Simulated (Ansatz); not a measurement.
Starting cell, CsI (CsCl type):

```xyz
4
Lattice="9.0150 0.0000 0.0000 0.0000 4.5075 0.0000 0.0000 0.0000 4.5075" Properties=species:S:1:pos:R:3 pbc="T T T"
Cs     0.0000     0.0000     0.0000
Cs     4.5075     0.0000     0.0000
I      2.2537     2.2537     2.2537
I      6.7612     2.2537     2.2537
```

In each cell atom 3 (I, nearest neighbour Cs at 3.904 Å; its periodic images, 4.5 Å or more away, move with it) moves by s·(-0.577, -0.577, -0.577) (towards the nearest neighbour), the rest being held.

These are PBEsol (plane waves to 420 eV, PAW, scalar-relativistic; Ansatz, an electronic-structure program) values and carry that method's errors. k mesh 3×6×6 (Γ-centred), Fermi-Dirac smearing 0.05 eV. Energies are smeared free energies. CsI was relaxed with its symmetry unable to fall. Spin-orbit coupling is left out, though I is heavy. The zero of ΔE is the undisplaced structure.

Successive frames, forces in eV/Å:

```json
[
 {"frame": "s = 0.000 Å", "ΔE (meV/cell)": "0", "F on Cs1": "(0.000, 0.000, 0.000)", "F on Cs2": "(0.000, 0.000, 0.000)", "F on I3": "(0.000, 0.000, 0.000)", "F on I4": "(0.000, 0.000, 0.000)"},
 {"frame": "s = 0.156 Å", "ΔE (meV/cell)": "13", "F on Cs1": "(-0.054, -0.048, -0.048)", "F on Cs2": "(-0.023, -0.029, -0.029)", "F on I3": "(0.135, 0.081, 0.081)", "F on I4": "(-0.059, -0.004, -0.004)"},
 {"frame": "s = 0.312 Å", "ΔE (meV/cell)": "55", "F on Cs1": "(-0.152, -0.130, -0.130)", "F on Cs2": "(-0.024, -0.046, -0.046)", "F on I3": "(0.293, 0.184, 0.184)", "F on I4": "(-0.117, -0.008, -0.008)"}
]
```

Problem. What are the energy and the forces in the next frame, s = 0.468 Å?

Solution. ΔE (meV/cell) = 137.

| atom | Fx | Fy | Fz |
|---|---|---|---|
| Cs1 | -0.315 | -0.268 | -0.268 |
| Cs2 | -0.009 | -0.058 | -0.058 |
| I3 | 0.501 | 0.338 | 0.338 |
| I4 | -0.177 | -0.012 | -0.012 |

(A displaced cell: forces are minus the slopes of the energy, force constants its curvatures, and phonons follow from these.)
